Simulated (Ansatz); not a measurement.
**MoSe2: equation of state with PBE**

Crystal: MoSe2.

```xyz
6
Lattice="3.2880 0.0000 0.0000 -1.6440 2.8475 0.0000 0.0000 0.0000 12.9000" Properties=species:S:1:pos:R:3 pbc="T T T"
Mo    1.6440    0.9492    9.6750
Mo    0.0000    1.8983    3.2250
Se    1.6440    0.9492    4.8375
Se    0.0000    1.8983   11.2875
Se    1.6440    0.9492    1.6125
Se    0.0000    1.8983    8.0625
```

```yaml
Program: Ansatz 0.2.0
Task: equation of state
Functional: PBE
Potentials_or_basis: Ansatz PAW accurate
Cutoff: 640 eV
Density_cutoff: 2560 eV
k_mesh: 9 × 9 × 2
Occupations: fermi-dirac, width 0.05 eV
Spin: no spin polarisation
```

- Equilibrium volume: 21.39 Å³/atom (rough: see the caveat)
- Bulk modulus at fixed shape and positions: 116 GPa (rough)

Energy against volume, from the lowest point:
| volume (Å³/atom) | energy (meV/atom) |
| --- | --- |
| 18.922 | 128.42 |
| 19.324 | 86.54 |
| 19.727 | 54.00 |
| 20.129 | 29.86 |
| 20.532 | 13.30 |
| 20.935 | 3.57 |
| 21.337 | 0.00 |

All runs of the series together: 120 s on 2 threads of Intel(R) Xeon(R) Platinum 8175M CPU @ 2.50GHz (Skylake/Cascade Lake), with other jobs on the host.

Caveat: the minimum lies outside the volumes run; the cell was scaled at fixed shape and fractional positions, which overstates the stiffness of a crystal with free parameters, most of all of layers and chains; this functional lacks dispersion, which binds the layers, so the pressure and a relaxed spacing across them are unreliable.
